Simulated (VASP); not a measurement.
The system is InP.

```
CELL_PARAMETERS angstrom
0.00000 2.93933 2.93933
2.93933 0.00000 2.93933
2.93933 2.93933 0.00000
ATOMIC_POSITIONS crystal
In 0.00000 0.00000 0.00000
P 0.25000 0.25000 0.25000
```

The cell was built by a generator and needn't be a form met in nature.

Base run:

| Property | Result |
| --- | --- |
| Program | VASP 6.6.1 |
| Functional | PBEsol |
| Potentials or basis | VASP PAW PBE potentials, release 64 (In_d, P) |
| Cutoff | 520 eV |
| k mesh | 6 × 6 × 6 |
| Occupations | gaussian, width 0.03 eV |
| Spin | no spin polarisation |

Its results: band gap on the k mesh 0.56 eV, direct; pressure 0.0 GPa.

Question: The run is repeated on the same cell with these changes: functional from PBEsol to HSE06. What comes out?

Answer: Band gap on the k mesh 1.46 eV, direct; pressure 0.7 GPa.

HSE06 gives the wider gap, since exact exchange removes part of the self-interaction.

Caveats: the PAW data sets were made with another functional, which shifts forces and pressure a little; spin-orbit coupling is left out, which moves the levels of the heavy elements.
